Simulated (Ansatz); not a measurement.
Notes on Sc

```
CELL_PARAMETERS angstrom
0.00000 2.25334 2.25334
2.25334 0.00000 2.25334
2.25334 2.25334 0.00000
ATOMIC_POSITIONS crystal
Sc 0.00000 0.00000 0.00000
```

Level: r2SCAN, no spin polarisation; 500 eV; 13×13×13 Γ-centred mesh; fermi-dirac occupations (width 0.1 eV); Ansatz 0.2.0, fixed geometry.

Q: What does the stress say?

A: The pressure is 5.7 GPa (compression positive), so with the atoms held at these fractions the cell would first expand.

Q: Describe some of the short contacts.

A: Sc–Sc at 3.19 Å: least valence density 0.12 e/Å³ and ELF 0.24 there. These are pseudo-fields; inside the PAW spheres they differ from the all-electron ones.

Q: Metal or insulator?

A: It is a metal, with about 1.9 states/eV a cell as the mean within 0.25 eV of the Fermi level, mostly Sc d (83 %).

Origin: a known structure type with other elements, at an estimated volume, so it need not be a known compound. Caveats: many states at the Fermi level without spin polarisation, so a magnetic state may lie lower.
